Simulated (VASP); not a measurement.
GaAs: single point with PBE

**Measured values to compare with.**

“Evidence of valence band perturbations in GaAsN/GaAs(001): A combined variable-angle spectroscopic ellipsometry and modulated photoreflectance investigation”, 2008, arxiv:0805.2212 reports, for a bulk crystal of GaAs at 300 K: band gap 1.412 ± 0.01 eV (direct).

GaAs:

```
As Ga
1.0
     0.00000    2.82685    2.82685
     2.82685    0.00000    2.82685
     2.82685    2.82685    0.00000
As Ga
1 1
Cartesian
  4.2403 4.2403 4.2403
  0.0000 0.0000 0.0000
```

```json
{
 "Program": "VASP 6.6.1",
 "Task": "single point",
 "Functional": "PBE",
 "Potentials or basis": "VASP PAW PBE potentials, release 64 (As, Ga_d)",
 "Cutoff": "520 eV",
 "k mesh": "8 × 8 × 8",
 "Occupations": "gaussian, width 0.014 eV",
 "Spin": "no spin polarisation",
 "Further INCAR settings": "ALGO = Fast; EDIFF = 1e-07"
}
```

```json
{"Pressure": "3.5 GPa", "Band gap on the k mesh": "0.52 eV, direct"}
```

Levels at points of the mesh, in eV from the valence-band top:
```csv
k point,band 7,band 8,band 9,band 10,band 11,band 12
"(0.00, 0.00, 0.00)",0.00,0.00,0.00,0.52,3.73,3.73
"(0.50, 0.00, 0.00)",-6.64,-1.14,-1.14,1.00,4.63,4.63
"(0.50, 0.50, 0.00)",-6.82,-2.68,-2.68,1.46,1.65,10.17
```

It took 14 s on 1 thread of Intel(R) Xeon(R) Platinum 8488C (Sapphire Rapids) (shared host), peak memory 0.17 GiB.

A measured gap of GaAs is 1.412 eV (direct; 300 K; “Evidence of valence band perturbations in GaAsN/GaAs(001): A combined variable-angle spectroscopic ellipsometry and modulated photoreflectance investigation”, 2008, arxiv:0805.2212); the calculated 0.52 eV misses it by -0.89 eV. 3 values of this kind are on record (1.412 to 1.51 eV); this one was drawn at random among those near their median, those with a stated uncertainty first. Spin-orbit coupling on As, Ga is left out. The value is that of PBE on a finite k mesh, which can miss the band edges, without temperature or zero-point motion. Semilocal functionals fall short of measured gaps as a rule.
